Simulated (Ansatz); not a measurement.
Here is an Ansatz 0.2.0 calculation.

input.yaml

```yaml
crystal:
  lattice:
    - [3.17, 0.0, 0.0]
    - [-1.585, 2.74530053, 0.0]
    - [0.0, 0.0, 3.533]
  atoms:
    - { symbol: Zr, position: [0.0, 0.0, 0.0] }
    - { symbol: B, position: [0.6666666667, 0.3333333333, 0.5] }
    - { symbol: B, position: [0.3333333333, 0.6666666667, 0.5] }
hamiltonian:
  xc: pbe
  pseudopotentials: { kind: paw }
  dispersion: d3bj
kpoints:
  mp_grid: { grid: [10, 10, 8] }
scf:
  occupations: { method: fermi_dirac, width: 0.05 }
output:
  forces: true
  stress: true
  eigenvalues: true
relax:
  f_tol: 0.01
  max_steps: 40
  cell: { stress_tol: 0.05 }
```

Potentials or basis: Ansatz PAW.

Command:

```bash
$ ansatz run input.yaml --threads 2 --pin off --max-ram 5632MiB --backend cpu --events-out ev --progress --plain --runs-dir out
```

**Question.** Predict the relaxed volume.

**Answer.** 10.02 Å³/atom.

**Question.** Estimate the band gap on the k mesh.

**Answer.** None (metal or under the smearing width).

Step by step:
```csv
step,energy change (eV),largest force (eV/Å),volume (Å³)
1,0.0000,0.0000,30.75
2,-0.0102,0.0000,29.81
3,-0.0127,0.0000,30.06
4,-0.0128,0.0000,30.07
5,-0.0128,0.0000,30.07
6,-0.0121,0.0000,30.07
```

Caveat: the plane-wave basis is chosen anew once the cell has moved, so the energies of steps on either side of that aren't comparable; pairwise dispersion overbinds metals, which lowers pressure and volume.
